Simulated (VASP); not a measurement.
# GaSb (F-43m) in VASP: band structure with PBEsol

Aim: the band structure of GaSb with PBEsol.

Everything below comes from runs of VASP 6.6.1. Logs are shortened: lines on timing, memory, paths and dates and some standing lists are left out, and cuts for length are marked.

**Measured values to compare with.**

A printed reference work, data compilation reports, for a bulk crystal of GaSb at 4.2 K: band gap 0.811 eV (direct).

How close the calculation comes is told below.

**1. The structure**

The structure is cubic, space group F-43m (No. 216). The conventional cell has a = 6.115 Å, b = 6.115 Å, c = 6.115 Å, α = 90.00°, β = 90.00°, γ = 90.00°. Ga (site symmetry -43m) is surrounded by 4 Sb at 2.65 Å. Sb (site symmetry -43m) is surrounded by 4 Ga at 2.65 Å.

**2. Band structure, PBEsol**

INCAR

```
SYSTEM = GaSb
PREC = Accurate
ENCUT = 520
EDIFF = 1E-7
ISMEAR = 0
SIGMA = 0.02
LREAL = .False.
LASPH = .True.
NELM = 60
ALGO = Normal
ISIF = 2
LWAVE = .False.
LCHARG = .False.
GGA = PS
NBANDS = 16
```

KPOINTS

```
regular mesh
0
Gamma
  10 10 10
  0 0 0
```

POSCAR

```
GaSb                                    
1.0
    0.0000000000      3.0576015582      3.0576015582
    3.0576015582      0.0000000000      3.0576015582
    3.0576015582      3.0576015582      0.0000000000
  Ga              Sb            
     1     1
Direct
     0.0000000000000000    0.0000000000000000    0.0000000000000000
     0.2500000000000000    0.2500000000000000    0.2500000000000000
```

KPOINTS_OPT

```
path GXWKGLUWLK,UX
15
line-mode
reciprocal
 0.0000000000  0.0000000000  0.0000000000  G
 0.5000000000  0.0000000000  0.5000000000  X

 0.5000000000  0.0000000000  0.5000000000  X
 0.5000000000  0.2500000000  0.7500000000  W

 0.5000000000  0.2500000000  0.7500000000  W
 0.3750000000  0.3750000000  0.7500000000  K

 0.3750000000  0.3750000000  0.7500000000  K
 0.0000000000  0.0000000000  0.0000000000  G

 0.0000000000  0.0000000000  0.0000000000  G
 0.5000000000  0.5000000000  0.5000000000  L

 0.5000000000  0.5000000000  0.5000000000  L
 0.6250000000  0.2500000000  0.6250000000  U

 0.6250000000  0.2500000000  0.6250000000  U
 0.5000000000  0.2500000000  0.7500000000  W

 0.5000000000  0.2500000000  0.7500000000  W
 0.5000000000  0.5000000000  0.5000000000  L

 0.5000000000  0.5000000000  0.5000000000  L
 0.3750000000  0.3750000000  0.7500000000  K

 0.6250000000  0.2500000000  0.6250000000  U
 0.5000000000  0.0000000000  0.5000000000  X
```

Potentials or basis: VASP PAW PBE potentials, release 64 (Ga_d, Sb).

Started as:

```sh
$ cat potpaw_PBE.64/Ga_d/POTCAR potpaw_PBE.64/Sb/POTCAR > POTCAR
$ mpirun -np 1 vasp_std > vasp.out
```

OUTCAR:

```text
SYSTEM = GaSb
   PREC = Accurate
   ENCUT = 520
   EDIFF = 1E-7
   ISMEAR = 0
   LREAL = .False.
   LASPH = .True.
   NELM = 60
   ISIF = 2
   GGA = PS

 ion  position               nearest neighbor table
   1  0.000  0.000  0.000-   2 2.65   2 2.65   2 2.65   2 2.65
   2  0.250  0.250  0.250-   1 2.65   1 2.65   1 2.65   1 2.65

  LATTYP: Found a face centered cubic cell.
 ALAT       =     6.1152031164

  Lattice vectors:

 A1 = (   0.0000000000,   3.0576015582,   3.0576015582)
 A2 = (   3.0576015582,   0.0000000000,   3.0576015582)
 A3 = (   3.0576015582,   3.0576015582,   0.0000000000)

Analysis of symmetry for initial positions (statically):
=====================================================================
 Subroutine PRICEL returns:
 Original cell was already a primitive cell.

 Routine SETGRP: Setting up the symmetry group for a
 face centered cubic supercell.

 Subroutine GETGRP returns: Found 24 space group operations
 (whereof 24 operations were pure point group operations)
 out of a pool of 48 trial point group operations.

The static configuration has the point symmetry T_d .

Analysis of symmetry for dynamics (positions and initial velocities):
=====================================================================
 Subroutine PRICEL returns:
 Original cell was already a primitive cell.

 Routine SETGRP: Setting up the symmetry group for a
 face centered cubic supercell.

 Subroutine GETGRP returns: Found 24 space group operations
 (whereof 24 operations were pure point group operations)
 out of a pool of 48 trial point group operations.

The dynamic configuration has the point symmetry T_d .

 Subroutine INISYM returns: Found 24 space group operations
 (whereof 24 operations are pure point group operations),
 and found     1 'primitive' translations

----------------------------------------------------------------------------------------

                                     Primitive cell

  volume of cell :      57.1706

  direct lattice vectors                    reciprocal lattice vectors
     0.000000000  3.057601558  3.057601558    -0.163526866  0.163526866  0.163526866
     3.057601558  0.000000000  3.057601558     0.163526866 -0.163526866  0.163526866
     3.057601558  3.057601558  0.000000000     0.163526866  0.163526866 -0.163526866

  length of vectors
     4.324101592  4.324101592  4.324101592     0.283236840  0.283236840  0.283236840

[... 79 lines left out ...]
   NELM   =     60;   NELMIN=  2; NELMDL= -5     # of ELM steps
   EDIFF  = 0.1E-06   stopping-criterion for ELM
   LREAL  =      F    real-space projection
   EDIFFG = 0.1E-05   stopping-criterion for IOM
   NSW    =      0    number of steps for IOM
   IBRION =     -1    ionic relax: 0-MD 1-quasi-New 2-CG
   NFREE  =      0    steps in history (QN), initial steepest desc. (CG)
   ISIF   =      2    stress and relaxation
   ISYM   =      2    0-nonsym 1-usesym 2-fastsym
   POTIM  = 0.5000    time-step for ionic-motion
   TEBEG  =    0.0;   TEEND  =   0.0 temperature during run
   PSTRESS=    0.0 pullay stress
   NELECT =      18.0000    total number of electrons
   NUPDOWN=      -1.0000    fix difference up-down
   EMIN   =  10.00;   EMAX   =-10.00  energy-range for DOS
   EFERMI =   0.00;   METHOD = LEGACY
   ISMEAR =     0;   SIGMA  =   0.02  broadening in eV -4-tet -1-fermi 0-gaus
   EFERMI_NEDOS =   21; number of points for ismear=-14 and -15
   IALGO  =     38    algorithm
   IMIX   =      4    mixing-type and parameters
     AMIX     =   0.40;   BMIX     =  1.00
     AMIX_MAG =   1.60;   BMIX_MAG =  1.00
  volume/ion in A,a.u.               =      28.59       192.90
  Fermi-wavevector in a.u.,A,eV,Ry     =   1.113717  2.104620 16.876192  1.240365
  Thomas-Fermi vector in A             =   2.250304
   LORBIT       =      0    0 simple, 1 ext, 2 COOP (PROOUT), +10 PAW based schemes
   GGA     = PS    functional components
   LHFCALC =     F    Hartree Fock is set to
   AEXX    =    0.0000 exact exchange contribution
   IVDW    =     0    specifies the selected vdW correction
   LEPSILON=     F    determine dielectric tensor
   LRPA    =     F    only Hartree local field effects (RPA)
 non-spin polarized calculation
 Gauss-broadening in eV      SIGMA  =   0.02
  energy-cutoff  :      520.00
  volume of cell :       57.17
 maximum number of plane-waves:      1572
   NGX = 17   NGY = 17   NGZ = 17

 number of electron      17.9999986 magnetization

 Free energy of the ion-electron system (eV)
  ---------------------------------------------------
  ext. energy  EPLUGINS =         0.00000000
  ---------------------------------------------------
  free energy    TOTEN  =        -8.15342052 eV

  energy without entropy =       -8.15338457  energy(sigma->0) =       -8.15340255

 E-fermi :   4.7541     XC(G=0):  -9.2727

 val. band max:        4.7450180016   @ k =   0.0000   0.0000   0.0000
 cond. band min:       5.0943955473   @ k =   0.5000   0.0000   0.0000
 fundamental gap:      0.3493775457
 Fermi energy:         4.7541278843

 k-point     1 :       0.0000    0.0000    0.0000
  band No.  band energies     occupation
      1     -10.2550      2.00000
      2     -10.2550      2.00000
      3     -10.2550      2.00000
      4     -10.2045      2.00000
      5     -10.2045      2.00000
      6      -6.7688      2.00000
[... 433 lines left out ...]
      3     -10.2357      2.00000
      4     -10.2131      2.00000
      5     -10.2014      2.00000
      6      -5.1533      2.00000
[... 8 lines left out ...]
     15      15.0832      0.00000
     16      15.1189      0.00000

 [... further k-points ...]

------------------------ aborting loop because EDIFF is reached ----------------------------------------

  FORCE on cell =-STRESS in cart. coord.  units (eV):
  Direction    XX          YY          ZZ          XY          YZ          ZX
  --------------------------------------------------------------------------------------
  -------------------------------------------------------------------------------------
  Total       -0.0001694     -0.0001694     -0.0001694      0.0000000      0.0000000      0.0000000
  in kB       -0.0047481     -0.0047481     -0.0047481      0.0000000      0.0000000      0.0000000
  external PRESSURE =      -0.0047481 kB  Pullay stress =       0.0000000 kB

 VOLUME and BASIS-vectors are now :
 -----------------------------------------------------------------------------
  energy-cutoff  :      520.00
  volume of cell :       57.17
      direct lattice vectors                 reciprocal lattice vectors
     0.000000000  3.057601558  3.057601558    -0.163526866  0.163526866  0.163526866
     3.057601558  0.000000000  3.057601558     0.163526866 -0.163526866  0.163526866
     3.057601558  3.057601558  0.000000000     0.163526866  0.163526866 -0.163526866

 POSITION                                       TOTAL-FORCE (eV/Angst)
 -----------------------------------------------------------------------------------
      0.00000      0.00000      0.00000        -0.000000     -0.000000     -0.000000
      1.52880      1.52880      1.52880         0.000000      0.000000      0.000000
 -----------------------------------------------------------------------------------
    total drift:                                0.000000      0.000000      0.000000

  FREE ENERGIE OF THE ION-ELECTRON SYSTEM (eV)
  ---------------------------------------------------
  free  energy   TOTEN  =        -8.1534205209 eV

  energy  without entropy=       -8.1533845742  energy(sigma->0) =       -8.15340255
```

stdout:

```text
POSCAR found type information on POSCAR GaSb
 POSCAR found :  2 types and       2 ions
 scaLAPACK will be used
 -----------------------------------------------------------------------------
|                                                                             |
|                                                                             |
|     You enforced a specific xc type in the INCAR file but a different       |
|     I HOPE YOU KNOW WHAT YOU ARE DOING!                                     |
|                                                                             |
 -----------------------------------------------------------------------------

 LDA part: xc-table for (Slater+PW92), standard interpolation
 POSCAR, INCAR and KPOINTS ok, starting setup
 FFT: planning ... GRIDC
 FFT: planning ... GRID_SOFT
 FFT: planning ... GRID
 WAVECAR not read
 entering main loop
 Start KPOINTS_OPT (optional k-point list driver)
k-point batch [1-47\150]
k-point batch [48-94\150]
k-point batch [95-141\150]
k-point batch [142-150\150]
```

Wall time 30 s (1 thread of Intel Xeon 6975P-C (Granite Rapids), shared host); peak memory 0.21 GiB.

What came out:

* Free energy: -8.1534 eV
* Pressure: 0.0 GPa
* Band gap along the path: none (metal or under the smearing width)

Levels at the corners of the path, in eV from the Fermi level:
| point | band 5 | band 6 | band 7 | band 8 | band 9 | band 10 | band 11 | band 12 | band 13 | band 14 |
| --- | --- | --- | --- | --- | --- | --- | --- | --- | --- | --- |
| Γ | -14.96 | -11.52 | -0.01 | -0.01 | -0.01 | -0.01 | 2.75 | 2.75 | 2.75 | 5.62 |
| X | -14.95 | -9.06 | -6.85 | -2.60 | -2.60 | 0.83 | 1.15 | 8.67 | 8.67 | 9.98 |
| X | -14.95 | -9.06 | -6.85 | -2.60 | -2.60 | 0.83 | 1.15 | 8.67 | 8.67 | 9.98 |
| W | -14.96 | -9.01 | -6.71 | -3.40 | -3.18 | 3.66 | 4.23 | 4.36 | 4.67 | 9.90 |
| W | -14.96 | -9.01 | -6.71 | -3.40 | -3.18 | 3.66 | 4.23 | 4.36 | 4.67 | 9.90 |
| K | -14.96 | -9.12 | -6.67 | -3.66 | -2.22 | 1.32 | 3.81 | 6.55 | 6.78 | 7.45 |
| K | -14.96 | -9.12 | -6.67 | -3.66 | -2.22 | 1.32 | 3.81 | 6.55 | 6.78 | 7.45 |
| Γ | -14.96 | -11.52 | -0.01 | -0.01 | -0.01 | -0.01 | 2.75 | 2.75 | 2.75 | 5.62 |
| Γ | -14.96 | -11.52 | -0.01 | -0.01 | -0.01 | -0.01 | 2.75 | 2.75 | 2.75 | 5.62 |
| L | -14.96 | -9.89 | -6.41 | -1.17 | -1.17 | 0.34 | 3.71 | 3.71 | 6.31 | 9.25 |
| L | -14.96 | -9.89 | -6.41 | -1.17 | -1.17 | 0.34 | 3.71 | 3.71 | 6.31 | 9.25 |
| U | -14.96 | -9.12 | -6.67 | -3.66 | -2.22 | 1.32 | 3.81 | 6.55 | 6.78 | 7.45 |
| U | -14.96 | -9.12 | -6.67 | -3.66 | -2.22 | 1.32 | 3.81 | 6.55 | 6.78 | 7.45 |
| W | -14.96 | -9.01 | -6.71 | -3.40 | -3.18 | 3.66 | 4.23 | 4.36 | 4.67 | 9.90 |
| W | -14.96 | -9.01 | -6.71 | -3.40 | -3.18 | 3.66 | 4.23 | 4.36 | 4.67 | 9.90 |
| L | -14.96 | -9.89 | -6.41 | -1.17 | -1.17 | 0.34 | 3.71 | 3.71 | 6.31 | 9.25 |
| L | -14.96 | -9.89 | -6.41 | -1.17 | -1.17 | 0.34 | 3.71 | 3.71 | 6.31 | 9.25 |
| K | -14.96 | -9.12 | -6.67 | -3.66 | -2.22 | 1.32 | 3.81 | 6.55 | 6.78 | 7.45 |
| U | -14.96 | -9.12 | -6.67 | -3.66 | -2.22 | 1.32 | 3.81 | 6.55 | 6.78 | 7.45 |
| X | -14.95 | -9.06 | -6.85 | -2.60 | -2.60 | 0.83 | 1.15 | 8.67 | 8.67 | 9.98 |

Caveat: the PAW data sets were made with another functional, which shifts forces and pressure a little; spin-orbit coupling is left out, which moves the levels of the heavy elements; this crystal is a semiconductor, whose small gap the functional closes, so the metal is an error of the method.

**3. Against experiment**

Step 2. Against the measured gap of GaSb, 0.811 eV (direct; 4.2 K; a printed reference work, data compilation), the calculated 0.00 eV is off by -0.81 eV. Spin-orbit coupling on Ga, Sb is left out. The value is that of PBEsol, without temperature or zero-point motion. Semilocal functionals fall short of measured gaps as a rule.
